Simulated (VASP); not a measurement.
Write the native input for VASP 6.6.1 that does the following.

```yaml
Task: single point
Functional: LDA
Potentials_or_basis: VASP PAW LDA potentials, release 64 (Cd, Te)
Cutoff: 520 eV
k_mesh: 8 × 8 × 8
Occupations: gaussian, width 0.02 eV
Spin: no spin polarisation
Dipole_correction: no
Further_INCAR_settings: ALGO = Normal; EDIFF = 1e-06; NBANDS = 16
```

The structure of CdTe (lda) lies in POSCAR:

```
CdTe
1.0
    0.0000000000      3.2667648257      3.2667648257
    3.2667648257      0.0000000000      3.2667648257
    3.2667648257      3.2667648257      0.0000000000
Cd Te
1 1
Direct
    0.0000000000      0.0000000000      0.0000000000
    0.2500000000      0.2500000000      0.2500000000
```

The input as run:

INCAR

```
SYSTEM = CdTe
PREC     = Accurate       ! precision mode
ENCUT    = 520            ! plane-wave cutoff, eV
EDIFF    = 1E-6           ! SCF threshold, eV
ISMEAR   = 0              ! smearing method
SIGMA    = 0.02           ! smearing width, eV
LREAL    = .False.        ! projectors in reciprocal space
LASPH    = .True.         ! aspherical terms in the spheres
NELM     = 100            ! most SCF steps
ALGO     = Normal         ! electronic algorithm
ISIF     = 2              ! what is computed and relaxed
LWAVE    = .False.        ! write WAVECAR
LCHARG   = .False.        ! write CHGCAR
NBANDS   = 16             ! bands
```

KPOINTS

```
Automatic mesh
0
Gamma
  8 8 8
  0 0 0
```

Potentials or basis: VASP PAW LDA potentials, release 64 (Cd, Te).

The run is started by

```sh
$ cat potpaw_LDA.64/Cd/POTCAR potpaw_LDA.64/Te/POTCAR > POTCAR
$ mpirun -np 1 vasp_std > vasp.out
```

It gave:

The pressure is -2.1 GPa and the band gap on the k mesh is 0.48 eV, direct.

Caveat: spin-orbit coupling is left out, which moves the levels of the heavy elements.

Wall time 19 s on 1 thread of AMD EPYC 9R45 96-Core Processor (Zen 5) (shared host), peak memory 0.16 GiB.
